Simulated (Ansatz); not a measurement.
# Point defect: W interstitial in W

The calculation used DFT PBE, scalar-relativistic, plane waves, PAW in Ansatz 0.2.0. Settings: 420 eV cutoff, 4×4×4 k-mesh, Gaussian smearing of 0.10 eV, no spin polarisation.

Host crystal, relaxed:

```yaml
crystal:
  lattice:
    - [-1.59178, 1.59178, 1.59178]
    - [1.59178, -1.59178, 1.59178]
    - [1.59178, 1.59178, -1.59178]
  atoms:
    - { symbol: W, position: [0.00000, 0.00000, 0.00000] }
```

Supercell of 32 atoms, rows in host cell vectors: 2 4 2; 0 2 -2; -2 2 0. Atoms relax at the host's cell from a start displaced at random by 0.06 Å near the defect, so other minima may exist. The cell is small, so energies carry finite-size errors of tenths of an eV. The host is a metal.

Spin-orbit coupling is left out, which matters for the bands and energies of heavy elements.

Defect: W interstitial at (0.250, 0.500, 0.750) of the host cell, charge 0.

(1) Give the relaxed supercell.

Answers

(1)
```
W
1.0
     6.36713    0.00000    6.36713
     0.00000   -6.36713    6.36713
     6.36713   -6.36713    0.00000
W
33
Direct
  0.99834 0.00490 0.49744
  0.99503 0.49855 0.49440
  0.12305 0.12877 0.62126
  0.11883 0.62238 0.61957
  0.24831 0.25182 0.74433
  0.24833 0.75191 0.74434
  0.37358 0.37479 0.86722
  0.37768 0.88123 0.86913
  0.99501 0.00191 0.99103
  0.98246 0.48603 0.97853
  0.11881 0.12714 0.11485
  0.09034 0.59350 0.08610
  0.24836 0.25179 0.24441
  0.30011 0.80382 0.29617
  0.37768 0.37662 0.37372
  0.51335 0.01702 0.50945
  0.40562 0.90906 0.40152
  0.50135 0.50196 0.49733
  0.62838 0.13204 0.62447
  0.62520 0.62654 0.62130
  0.74820 0.25170 0.74421
  0.74822 0.75181 0.74429
  0.86778 0.37136 0.86384
  0.87123 0.87707 0.86731
  0.50142 0.00485 0.99443
  0.49829 0.49860 0.99110
  0.62521 0.12884 0.11906
  0.62349 0.62240 0.11489
  0.74826 0.25183 0.24434
  0.74852 0.75184 0.24430
  0.87120 0.37485 0.36958
  0.87301 0.88128 0.37378
  0.19532 0.69898 0.19156
```
Around the defect: 1 W at 2.31 Å, 1 W at 2.32 Å, 3 W at 2.64 Å, 3 W at 2.71 Å. The run ended with a moment of 0.00 μB (no spin polarisation).

Cost: 2 runs of about 3.3 core-hours in all, on Intel Xeon Platinum 8259CL (Skylake/Cascade Lake) (shared hosts).